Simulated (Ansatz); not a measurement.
The system is Sm.

```
Sm
1.0
     0.00000    0.00000    5.12197
     3.63461   -3.63461    0.00000
     1.81730    1.81730   -2.56099
Sm
2
Direct
  0.00000 0.00000 0.00000
  0.50000 0.50000 0.00000
```

This isn't the form of Sm at room conditions, which is rhombohedral.

Alike in all runs: program Ansatz 0.2.0; functional PBEsol; potentials or basis all-electron LAPW, scalar-relativistic; cutoff 149 eV (chosen from the basis error); basis error allowed 0.001 eV/atom; k mesh 8 × 4 × 8; occupations fermi-dirac, width 0.05 eV.

Problem. Only the start or the spin constraint differs. Which run ends lowest in energy?
A. collinear spin, random start of up to 1.34 μB
B. collinear spin, ferromagnetic start of up to 5 μB
C. collinear spin, ferrimagnetic start of up to 5 μB
D. no spin polarisation
E. collinear spin, antiferromagnetic start of up to 5 μB

Solution. B.

```csv
start,free energy over the lowest (meV/atom),net moment (μB),site or absolute moments (μB),gap
"collinear spin, random start of up to 1.34 μB",131.9,0.00,"Sm +5.80, -5.80",none (metal or under the smearing width)
"collinear spin, ferrimagnetic start of up to 5 μB",131.9,0.00,"Sm +5.80, -5.80",none (metal or under the smearing width)
"collinear spin, ferromagnetic start of up to 5 μB",0.0,13.15,Sm +6.33,none (metal or under the smearing width)
"collinear spin, antiferromagnetic start of up to 5 μB",131.9,0.00,"Sm +5.80, -5.80",none (metal or under the smearing width)
no spin polarisation,4737.7,-,-,none (metal or under the smearing width)
```

The spin-polarised runs without a constraint all converged, yet they end up to 132 meV/atom apart: a converged run can sit in a state that isn't the lowest. Allowing spin polarisation gains 4738 meV/atom. A still lower state may exist.

Caveats: the k mesh is thin for a metal, which can move the energy by tens of meV per atom; an open f shell can end in a state above the lowest; the magnetic or orbital state may not be the lowest (some runs); spin-orbit coupling is left out, which moves the levels of the heavy elements (some runs).
